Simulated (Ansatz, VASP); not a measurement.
Given: the input of a run of Ansatz 0.2.0 on AgCl.

input.yaml

```yaml
crystal:
  lattice:
    - [3.4567152058, 0.0, 0.0]
    - [0.0, 3.4567152058, 0.0]
    - [0.0, 0.0, 3.4567152058]
  atoms:
    - { symbol: Ag, position: [0.0, 0.0, 0.0] }
    - { symbol: Cl, position: [0.5, 0.5, 0.5] }
hamiltonian:
  xc: pbe
  pseudopotentials: { kind: paw }
kpoints:
  mp_grid: { grid: [8, 8, 8] }
scf:
  occupations: { method: fermi_dirac, width: 0.05 }
output:
  forces: true
  stress: true
  eigenvalues: true
```

Potentials or basis: Ansatz PAW.

Run with:

```sh
$ ansatz run input.yaml --threads 2 --pin off --max-ram 5120MiB --backend cpu --events-out ev --progress --plain --runs-dir out
```

Translate it to VASP 6.6.1. Potentials there: VASP PAW PBE potentials, release 64 (Ag, Cl).

As run (the cutoff follows the program's own potentials):

The input INCAR:

```
SYSTEM = AgCl
PREC = Accurate
ENCUT = 520
EDIFF = 1E-7
ISMEAR = -1
SIGMA = 0.05
LREAL = .False.
LASPH = .True.
NELM = 60
ALGO = Normal
ISIF = 2
LWAVE = .False.
LCHARG = .False.
GGA = PE
NBANDS = 16
```

File KPOINTS:

```
Automatic mesh
0
Gamma
  8 8 8
  0 0 0
```

POSCAR

```
AgCl
1.0
    3.4567152058      0.0000000000      0.0000000000
    0.0000000000      3.4567152058      0.0000000000
    0.0000000000      0.0000000000      3.4567152058
Ag Cl
1 1
Direct
    0.0000000000      0.0000000000      0.0000000000
    0.5000000000      0.5000000000      0.5000000000
```

Potentials or basis: VASP PAW PBE potentials, release 64 (Ag, Cl).

Run with:

```console
$ cat potpaw_PBE.64/Ag/POTCAR potpaw_PBE.64/Cl/POTCAR > POTCAR
$ mpirun -np 1 vasp_std > vasp.out
```

Both were run:

|  | VASP | Ansatz | Ansatz less VASP |
| --- | --- | --- | --- |
| gap on the k mesh at the Fermi level (eV) | 0.57 | 0.57 | 0.000 |
| least direct gap on the mesh (eV) | 2.01 | 2.01 | 0.000 |
| pressure (GPa) | -1.1 | -1.0 | +0.13 |

The functional is the same, so the differences come from potentials, cutoffs and numerics. The two sets of potentials don't hold the same shells in valence.

A k mesh can miss the band edges.
